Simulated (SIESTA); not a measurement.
Write an ASE script for SIESTA 5.4.2 that does the following.

| Property | Result |
| --- | --- |
| Task | band structure |
| Functional | PBE |
| Potentials or basis | PseudoDojo 0.4 standard (PBE files) |
| Basis | DZP (energy shift 0.003 Ry; two zetas on semicore shells) |
| Grid cutoff | 800 Ry |
| Energy shift | 0.003 Ry |
| k mesh | 8 × 8 × 5 |
| Occupations | fermi-dirac, width 0.05 eV |
| Spin | no spin polarisation |

The structure of Te2Pt (Moncheite) lies in Te2Pt.xyz:

```xyz
3
Lattice="4.0100000000 0.0000000000 0.0000000000 -2.0050000000 3.4727618692 0.0000000000 0.0000000000 0.0000000000 5.2010000000" Properties=species:S:1:pos:R:3 pbc="T T T"
Pt     0.0000000000      0.0000000000      0.0000000000
Te     2.0050000002      1.1575872896      3.9007500000
Te    -0.0000000002      2.3151745796      1.3002500000
```

These files were run (other wordings do the same):

run.py

```python
from ase.io import read
from ase.calculators.siesta import Siesta
from ase.units import Ry, GPa

atoms = read("Te2Pt.xyz")

fdf = {
    'SCFMustConverge': False,
    'OccupationFunction': 'FD',
    'ElectronicTemperature': '0.05 eV',
    'MaxSCFIterations': '120',
    'SCF.Mixer.Method': 'Pulay',
    'SCF.Mixer.Weight': '0.25',
    'SCF.Mixer.History': '8',
    'SCF.DM.Tolerance': '5.0e-05',
    'SCF.H.Tolerance': '1.0e-03 eV',
    'WriteForces': 'true',
    'Charge.Mulliken': 'end',
    'BandLinesScale': 'ReciprocalLatticeVectors',
    'BandLines': ['  1    0.000000   0.000000   0.000000  \\Gamma', ' 11    0.500000   0.000000   0.000000  M', '  6    0.333333   0.333333   0.000000  K', ' 12    0.000000   0.000000   0.000000  \\Gamma', '  7    0.000000   0.000000   0.500000  A', ' 11    0.500000   0.000000   0.500000  L', '  6    0.333333   0.333333   0.500000  H', ' 12    0.000000   0.000000   0.500000  A', '  1    0.500000   0.000000   0.500000  L', '  7    0.500000   0.000000   0.000000  M', '  1    0.333333   0.333333   0.000000  K', '  7    0.333333   0.333333   0.500000  H'],
    'PAO.Basis': ['Pt.1 5', 'n=5 0 2', '  2.732 0.000', 'n=6 0 2', '  7.326 0.000', 'n=5 1 2', '  3.260 0.000', 'n=6 1 1', '  7.326', 'n=5 2 2', '  5.692 0.000', 'Te.2 4', 'n=5 0 2', '  5.635 0.000', 'n=5 1 2', '  7.297 0.000', 'n=4 2 2', '  3.260 0.000', 'n=5 2 1', '  7.297'],
}
calc = Siesta(
    label="Te2Pt",
    command="siesta < PREFIX.fdf > PREFIX.out",
    pseudo_path="pseudos",
    pseudo_qualifier="",
    xc=('GGA', 'PBE'),
    basis_set="DZP",
    mesh_cutoff=800 * Ry,
    energy_shift=0.003 * Ry,
    kpts=[8, 8, 5],
    spin="non-polarized",
    fdf_arguments=fdf,
)
atoms.calc = calc

print(f"energy = {atoms.get_potential_energy():.6f} eV")
free = atoms.get_potential_energy(force_consistent=True)
print(f"free energy = {free:.6f} eV")
print("forces (eV/A):")
print(atoms.get_forces(apply_constraint=False).round(6))
print("stress (GPa, Voigt order, tension positive):", (atoms.get_stress() / GPa).round(4))
```

Potentials or basis: PseudoDojo 0.4 standard (PBE files), DZP (energy shift 0.003 Ry; two zetas on semicore shells).

Command:

```console
$ python run.py
```

It gave:

```
Pressure               : 11.8 GPa
Largest force          : 1.611 eV/Å
Band gap on the k mesh : none (metal or under the smearing width)
```

Caveat: short orbitals over semicore shells can move pressures by several GPa; spin-orbit coupling is left out, which moves the levels of the heavy elements; the basis of atomic orbitals isn't converged, which shifts pressures, moduli and gaps; forces of over 1 eV/Å show positions far from the minimum, so gaps and moduli don't describe the material at rest.

Wall time 100 s on 1 thread of Intel(R) Xeon(R) Platinum 8375C CPU @ 2.90GHz (Ice Lake), with other jobs on the host, peak memory 0.37 GiB.
